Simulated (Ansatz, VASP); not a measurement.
## One calculation of Pb, two programs

```
Pb
1.0
     0.00000    2.47502    2.47502
     2.47502    0.00000    2.47502
     2.47502    2.47502    0.00000
Pb
1
Direct
  0.00000 0.00000 0.00000
```

Alike in both runs: task relaxation of cell and atoms; functional PBE; dispersion D4; k mesh 9 × 9 × 9; occupations fermi-dirac, width 0.05 eV; no spin polarisation.

|  | VASP | Ansatz |
| --- | --- | --- |
| version | VASP 6.6.1 | Ansatz 0.2.0 |
| potentials or method | VASP PAW PBE potentials, release 64 (Pb_d), cutoff 600 eV | all-electron LAPW, scalar-relativistic |

```csv
,VASP,Ansatz,Ansatz less VASP
relaxed volume (Å³/atom),30.39,30.39,+0.003
relaxed cell length with the largest relative difference (Å),3.503,3.503,+0.0001
```

Ansatz ran all-electron here, so the differences hold the error of VASP's frozen core and of both bases.

Caveats: pairwise dispersion overbinds metals, which lowers pressure and volume (VASP). The runs have no spin-orbit coupling, so splittings on Pb are missing.
